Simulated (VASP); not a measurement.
Input of a VASP 6.6.1 run:

POSCAR

```
BaZr2O3
1.0
    2.1683700000     -6.4698300000      0.0000000000
    2.1683700000      6.4698300000      0.0000000000
    0.0000000000      0.0000000000      3.7430300000
Ba Zr O
1 2 3
Direct
    0.0000000000      0.0000000000      0.5000000000
    0.6646040000      0.3353960000      0.0000000000
    0.3353960000      0.6646040000      0.0000000000
    0.1672000000      0.8328000000      0.0000000000
    0.8328000000      0.1672000000      0.0000000000
    0.5000000000      0.5000000000      0.0000000000
```

Contents of INCAR.step1:

```
  ALGO = Normal
  EDIFF = 1E-8
  EDIFFG = -0.002
  ENCUT = 520
  GGA = PE
  IBRION = 2
  ISIF = 3
  ISMEAR = 0
  KPAR = 4
  LASPH = T
  LCHARG = F
  LREAL = F
  LWAVE = F
  NELM = 100
  NSW = 40
  PREC = Accurate
  SIGMA = 0.1
```

Contents of INCAR.step2:

```
  ALGO = Normal
  EDIFF = 1E-8
  ENCUT = 520
  GGA = PE
  IBRION = 6
  ISIF = 2
  ISMEAR = 0
  KPAR = 4
  LASPH = T
  LCHARG = F
  LREAL = F
  LWAVE = F
  NELM = 100
  NFREE = 2
  NSW = 1
  POTIM = 0.015
  PREC = Accurate
  SIGMA = 0.1
```

The input KPOINTS:

```
k-points
0
Gamma
  8 8 8
```

Potentials or basis: VASP PAW PBE potentials, release 64 (Ba_sv, Zr_sv, O).

Run with:

```sh
$ cat potpaw_PBE.64/Ba_sv/POTCAR potpaw_PBE.64/Zr_sv/POTCAR potpaw_PBE.64/O/POTCAR > POTCAR
$ cp INCAR.step1 INCAR
$ mpirun -np 4 vasp_std > vasp.out
$ cp CONTCAR POSCAR
$ cp INCAR.step2 INCAR
$ mpirun -np 4 vasp_std > vasp.out
```

(1) Estimate the highest phonon frequency at Γ, LO-TO splitting left out.

## Answers

(1) 515 cm⁻¹.
